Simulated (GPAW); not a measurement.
Runs of GPAW 26.7.0 on Ag. The structure is cubic, space group Fm-3m (No. 225). Conventional cell: a = 4.085 Å, b = 4.085 Å, c = 4.085 Å, α = 90.00°, β = 90.00°, γ = 90.00°. Ag (site symmetry m-3m) has 12 Ag at 2.89 Å as nearest neighbours. 

```tsv
task	level	potentials or basis	spin	k mesh	cutoff (eV)	maxiter	band path	band points	convergence	spin axis theta (degrees)	grid spacing	other keys	gap on the mesh (eV)	pressure (GPa)
single point	PBE	GPAW PAW data sets (gpaw-data 1.2.1), pw	off	9 × 9 × 9	450	120	-	-	default	-	-	-	none	3.7
band structure	TASK	GPAW PAW data sets (gpaw-data 1.2.1), pw	SOC, no magnetisation	11 × 11 × 11	600	150	GXWKGLUWLK,UX	80	-	54.7	-	-	-	(a)
band structure	PBE	GPAW PAW data sets (gpaw-data 1.2.1), pw	SOC, no magnetisation	11 × 11 × 11	600	150	GXWKGLUWLK,UX	60	-	90	-	-	-	4.3
single point	PBE	GPAW PAW data sets (gpaw-data 1.2.1), pw	off	11 × 11 × 11	1200	50	-	-	-	-	-	several, not listed	none	4.3
```

Alike in all rows: cell as given; smearing fermi-dirac 0.05 eV.

Q: Fill in the values left out.

A: (a) 5.5.

Caveats: spin-orbit coupling was added after a scalar SCF, so levels and gaps hold it while energy, forces, pressure and moments don't (some runs); this program's spin-orbit splittings come out too wide for heavy elements (some runs); the cutoff is short for stress and forces, so pressures can be off by a GPa or more (some runs); the PAW data sets were made with another functional, which shifts forces and pressure a little (some runs).

A k mesh can miss the band edges, and rows without SOC leave out spin-orbit coupling on Ag.

A gap of «none» marks a metal or a gap under the smearing width.
